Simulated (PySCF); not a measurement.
Simulated characterisation data

How the numbers were obtained: coordinates at the GFN2-xTB level, NMR shieldings at PBE0/pcSseg-1/GIAO, in PySCF (no relativistic terms, one conformer, fast rotation and ring inversion assumed for equivalent nuclei, no solvent model).

δ = σ(ref) − σ, references computed at the same level: TMS for 1H (σ = 31.72 ppm), 13C (σ = 186.93 ppm). Splittings of carbon signals by F and P are missing where no couplings were computed. Where no couplings were computed, multiplicities follow the n + 1 count of equivalent neighbours, and m marks all less simple cases (inequivalent or close neighbours, rings, F or P nearby). Shifts are as computed. Against solution values, carbons near 30 ppm lie about +3 ppm off and those near 130 ppm about +5 ppm. Of 1211 compounds with measured shifts, 218 miss one by over three times the rms of a fit or turn the order of signals round; such compounds aren't used in these exercises.

**1.** SMILES C#CC1=C[C@@H](F)COC1, C$_{7}$H$_{7}$FO. 1H NMR (500 MHz, computed): δ 6.83 (m, 1H), 5.35 (m, 1H), 4.35 (m, 1H), 4.29 (m, 1H), 4.23 (m, 1H), 3.48 (m, 1H), 2.78 (s, 1H). 13C{1H} NMR (computed): δ 145.2 (CH), 129.7 (C), 91.0 (CH), 85.8 (CH), 84.1 (C), 71.6 (CH2), 69.9 (CH2).

**2.** norbornene (SMILES C1=C[C@H]2CC[C@@H]1C2). 1H NMR (500 MHz, computed): δ 6.38 (m, 2H), 2.75 (m, 2H), 1.75 (m, 2H), 1.42 (m, 1H), 1.06 (m, 2H), 1.02 (m, 1H). 13C{1H} NMR (computed): δ 144.4, 52.7, 45.0, 27.2.
